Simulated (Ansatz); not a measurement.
# Is this KF structure stable?

The cell was reached from a generator's guess, though it ends in a space group that the Crystallography Open Database lists for this formula.

Level of theory: Ansatz 0.2.0, DFT PBE, scalar-relativistic, plane waves, PAW. Settings of the last relaxation (2-atom cell): 420 eV, 8×8×8 k points, Gaussian smearing of 0.02 eV, no spin polarisation.

```
K F
1.0
     0.00000    2.71032    2.71032
     2.71032    0.00000    2.71032
     2.71032    2.71032    0.00000
K F
1 1
Direct
  0.50000 0.50000 0.50000
  0.00000 0.00000 0.00000
```

Formation energies are uncorrected and refer to the elements' standard structures at the same level (F₂ as a molecule).

Question: These tests were run: energy against the elements; random kick, then relaxation without symmetry; phonons on a 4×4×4 q mesh. What do they show?

Answer:

```json
{"test": "energy against the elements", "result": "−2.713 eV/atom"}
{"test": "random kick, then relaxation without symmetry", "result": "returns"}
{"test": "phonons on a 4×4×4 q mesh", "result": "no imaginary mode on the mesh"}
```

It fails none of these tests. Whether a mixture of other phases lies lower isn't tested here.

The kick test ran on a coarse mesh. The run for the phonons used an 8×8×8 k mesh.
